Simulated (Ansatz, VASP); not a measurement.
**KZnF3: VASP beside Ansatz**

```
K Zn F
1.0
     3.94501    0.00000    0.00000
     0.00000    3.94501    0.00000
     0.00000    0.00000    4.12894
K Zn F
1 1 3
Direct
  0.00000 0.00000 0.00000
  0.50000 0.50000 0.50000
  0.50000 0.50000 0.00000
  0.50000 0.00000 0.50000
  0.00000 0.50000 0.50000
```

Change from the starting cell: epitaxial_xy strain -2.5%.

Alike in both runs: task single point; functional r2SCAN; k mesh 6 × 6 × 6; no spin polarisation.

```csv
,VASP,Ansatz
version,VASP 6.6.1,Ansatz 0.2.0
potentials or method,"VASP PAW PBE potentials, release 64 (K_sv, Zn, F)","plane waves, PAW"
plane-wave cutoff (eV),520,500
occupations,"gaussian, width 0.01 eV",fixed
valence electrons in the cell,42,42
```

```tsv
	VASP	Ansatz	Ansatz less VASP
gap on the k mesh at the Fermi level (eV)	4.52	4.57	+0.057
pressure (GPa)	3.6	3.0	-0.51
largest component of the traceless stress (GPa)	3.28	3.03	-0.250
```

Caveats: the PAW data sets were made with another functional, which shifts forces and pressure a little (VASP). A k mesh can miss the band edges.
